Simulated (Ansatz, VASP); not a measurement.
Two plane-wave programs on TiN

```xyz
2
Lattice="0.0000 2.0859 2.0859 2.0859 0.0000 2.0859 2.0859 2.0859 0.0000" Properties=species:S:1:pos:R:3 pbc="T T T"
Ti    0.0000    0.0000    0.0000
N     2.0859    2.0859    2.0859
```

Change from the starting cell: volume scaled by 1, PAW files.

Alike in both runs: task single point; functional LDA; k mesh 17 × 17 × 17; occupations fermi-dirac, width 0.08 eV; no spin polarisation.

|  | VASP | Ansatz |
| --- | --- | --- |
| version | VASP 6.6.1 | Ansatz 0.2.0 |
| potentials or method | VASP PAW LDA potentials, release 64 (Ti_sv, N) | PAW with Ansatz's default frozen-core files, scalar-relativistic |
| plane-wave cutoff (eV) | 520 | 420 |
| valence electrons in the cell | 17 | 17 |

Ansatz gave:

```
pressure (GPa) : 0.0
```

What did VASP give for the same quantities?

Pressure (GPa): 1.1.
